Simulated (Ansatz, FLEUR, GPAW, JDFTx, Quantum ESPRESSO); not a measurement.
## Equation of state of BN under PBEsol

It takes space group F-43m (No. 216, cubic). The conventional cell has a = 3.626 Å, b = 3.626 Å, c = 3.626 Å, α = 90.00°, β = 90.00°, γ = 90.00°. Around N (site symmetry -43m) lie 4 B at 1.57 Å. B (site symmetry -43m) is surrounded by 4 N at 1.57 Å.

The cell is a database's computed one, not the measured one.

The cell was scaled at fixed shape and fractions and run with GPAW, PAW data sets generated for this functional, cutoff 800 eV; PBEsol, k mesh 13 × 13 × 13 on the cell of 2 atoms, fermi-dirac occupations of 0.05 eV, no spin polarisation, no spin-orbit coupling. Energies are those that the program minimises, any entropy of the smearing included.

```tsv
V (Å³/atom)	energy over the lowest row (meV/atom)
5.6017	14.89
5.7209	4.21
5.8401	0.00
5.9593	1.85
6.0785	9.02
6.1977	?
6.3168	37.69
```

**Question.** Fit the third-order Birch-Murnaghan form, give V0, B0 and B′, and predict the energy left open.

**Answer.** With y = (V0/V)^(2/3), E = E0 + (9 V0 B0/16) [(y - 1)³ B′ + (y - 1)² (6 - 4y)]. Least squares through the rows shown give V0 = 5.8621 Å³/atom, E0 = -0.07 meV, B0 = 386.0 GPa (1 eV/Å³ = 160.218 GPa) and B′ = 3.73, with a largest miss of 0.03 meV. At V = 6.1977 the form with these constants gives 21.12 meV; the run gave 21.10 meV an atom. Other set-ups at this level, from all their volumes (Å³/atom, GPa): FLEUR, all-electron, FLAPW: V0 5.861, B0 385.8; JDFTx, PseudoDojo-SR-PBEsol-0.4.1-standard with smoothed tails: V0 5.869, B0 385.1; Ansatz, all-electron LAPW, scalar-relativistic: V0 5.860, B0 385.8; Quantum ESPRESSO, PseudoDojo 0.4.1 SR PBEsol standard: V0 5.868, B0 385.2. Measured volume: 5.905 Å³/atom at 300 K (a printed reference work), so the fit lies -0.7 % from it. The runs are for a static lattice.
